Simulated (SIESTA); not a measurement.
PtS2:

```
CELL_PARAMETERS angstrom
3.54320 0.00000 0.00000
-1.77160 3.06850 0.00000
0.00000 0.00000 5.03880
ATOMIC_POSITIONS crystal
Pt 0.00000 0.00000 0.00000
S 0.66667 0.33333 0.77300
S 0.33333 0.66667 0.22700
```

- Program: SIESTA 5.4.2
- Task: relaxation of cell and atoms
- Functional: LDA
- Potentials or basis: PseudoDojo 0.4 standard (LDA files)
- Basis: DZP (energy shift 0.003 Ry; two zetas on semicore shells)
- Grid cutoff: 800 Ry
- Energy shift: 0.003 Ry
- k mesh: 9 × 9 × 5
- Occupations: fermi-dirac, width 0.05 eV
- Spin: no spin polarisation

At the start: pressure 6.7 GPa; volume 18.26 Å³/atom.

Q: How do energy, volume and symmetry change on relaxing?

A: Over 15 steps the energy falls by 77.6 meV/atom and the volume is 16.37 Å³/atom (-10.4 %); space group P-3m1 (No. 164, to 0.05 Å).

The path:
| step | energy change (eV) | largest force (eV/Å) | pressure (GPa) | volume (Å³) |
| --- | --- | --- | --- | --- |
| 1 | 0.0000 | 1.4692 | 6.74 | 54.78 |
| 2 | -0.0692 | 0.9665 | 2.94 | 55.39 |
| 3 | -0.1149 | 0.2674 | -1.91 | 56.09 |
| 4 | -0.1203 | 0.1566 | -2.44 | 56.00 |
| 5 | -0.1350 | 0.0767 | -2.88 | 55.26 |
| 6 | -0.1454 | 0.1495 | -2.10 | 54.25 |
| 7 | -0.1522 | 0.0886 | -0.57 | 53.27 |
| 8 | -0.1564 | 0.0068 | 0.48 | 52.76 |
| 9 | -0.1635 | 0.1505 | 1.82 | 52.03 |
| 10 | -0.1779 | 0.3446 | 3.60 | 50.72 |
| 11 | -0.2001 | 0.4999 | 5.47 | 48.63 |
| 12 | -0.2181 | 0.4108 | 3.90 | 48.46 |
| 13 | -0.2312 | 0.1469 | 0.32 | 49.27 |
| 14 | -0.2325 | 0.0109 | 0.11 | 48.96 |
| 15 | -0.2327 | 0.0034 | -0.06 | 49.11 |

Final structure:
```
CELL_PARAMETERS angstrom
3.57197 0.00000 0.00000
-1.78598 3.09341 0.00000
0.00000 0.00000 4.44460
ATOMIC_POSITIONS crystal
Pt 0.00000 0.00000 0.00000
S 0.66667 0.33333 0.72667
S 0.33333 0.66667 0.27333
```

Caveat: short orbitals over semicore shells can move pressures by several GPa; the volume moved by -10 % from the deposited cell, more than functionals usually miss; the basis of atomic orbitals isn't converged, which shifts pressures, moduli and gaps.
